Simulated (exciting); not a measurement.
**PbS (Galena) under changes of volume**

One of the cells (26.086 Å³/atom); the others are scaled copies at fixed shape and fractional positions:

```
Pb S
1.0
     0.00000    2.96575    2.96575
     2.96575    0.00000    2.96575
     2.96575    2.96575    0.00000
Pb S
1 1
Direct
  0.00000 0.00000 0.00000
  0.50000 0.50000 0.50000
```

```yaml
Program: exciting (release sodium)
Functional: PBE
Potentials_or_basis: all-electron LAPW+lo, shipped species files, valence relativity iora*
rgkmax: 7.5
k_mesh: 8 × 8 × 8
Occupations: fermi-dirac, width 0.05 eV
Spin: no spin polarisation
```

```tsv
volume (Å³/atom)	energy over the lowest point (meV/atom)	gap on the mesh (eV)
24.521	?	?
25.042	30.00	0.20
25.564	15.77	0.28
26.086	6.90	0.36
26.607	1.60	0.43
27.129	0.00	0.49
27.651	1.60	0.55
```

Task: What does the run at 24.521 Å³/atom give?

Result: Energy over the lowest point 48.57 meV/atom; gap on the mesh 0.11 eV.

Worked out: A Birch-Murnaghan fit of order 3 (a polynomial in V^(-2/3)) to the other rows has its minimum at 27.12 Å³/atom with B0 = V·E''(V) = 49 GPa and B' = 7.1. It gives 49.49 meV/atom at 24.521 Å³/atom, against the run's 48.57. A straight line through the other rows of the gap, of slope 3.54 eV per unit of ln V (its deformation potential), extrapolates to 0.13 eV, against the run's 0.11.

Energies are extrapolated to zero smearing.

Caveats: spin-orbit coupling is left out, which as a rule narrows the gap of such compounds by several tenths of an eV.

A mesh can miss the band edges.
